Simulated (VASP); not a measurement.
Runs of VASP 6.6.1 on Mg2Ge. The structure is cubic, space group Fm-3m (No. 225). Conventional cell: a = 6.378 Å, b = 6.378 Å, c = 6.378 Å, α = 90.00°, β = 90.00°, γ = 90.00°. Ge (site symmetry m-3m) is surrounded by 8 Mg at 2.76 Å. Mg (site symmetry -43m) has 4 Ge at 2.76 Å as nearest neighbours. 

```tsv
task	level	potentials or basis	spin	k mesh	cutoff (eV)	further INCAR settings	mesh quality	gap on the mesh (eV)
band structure	TB-mBJ	VASP PAW PBE potentials, release 64 (Ge_d, Mg)	off	8 × 8 × 8	520	ALGO = Normal; EDIFF = 1e-06	not flagged	0.55
dielectric tensor	PBE	VASP PAW PBE potentials, release 64 (Ge_d, Mg)	off	8 × 8 × 8	520	ALGO = Normal; EDIFF = 1e-08	not flagged	0.14
band structure	PBE	VASP PAW PBE potentials, release 64 (Ge_d_GW, Mg_GW)	off	8 × 8 × 8	450	ALGO = Normal; EDIFF = 1e-06	not flagged	(a)
band structure	LDA	VASP PAW LDA potentials, release 64 (Ge_d, Mg)	off	8 × 8 × 8	520	ALGO = Normal; EDIFF = 1e-06	not flagged	0.14
band structure	PBE	VASP PAW PBE potentials, release 64 (Ge, Mg)	off	4 × 4 × 4	250	ALGO = Normal; EDIFF = 1e-06	coarse	0.09
band structure	PBE	VASP PAW PBE potentials, release 64 (Ge_d, Mg)	off	8 × 8 × 8	520	ALGO = Normal; EDIFF = 1e-06	not flagged	0.14
single point	PBE	VASP PAW PBE potentials, release 64 (Ge_d, Mg)	off	3 × 3 × 3	520	ALGO = Normal; EDIFF = 1e-06	coarse	0.79
```

Alike in all rows: cell as given; smearing gaussian 0.02 eV.

**Question.** Fill in the values left out.

**Answer.** (a) 0.15.

Caveats: some runs use coarse meshes; the gap is small at this level, which inflates the dielectric constant (some runs); an odd mesh through Γ misses points on the zone boundary, where band edges often lie (some runs).

A k mesh can miss the band edges, and the runs leave out spin-orbit coupling on Ge.

The runs don't all hold the same shells in valence.
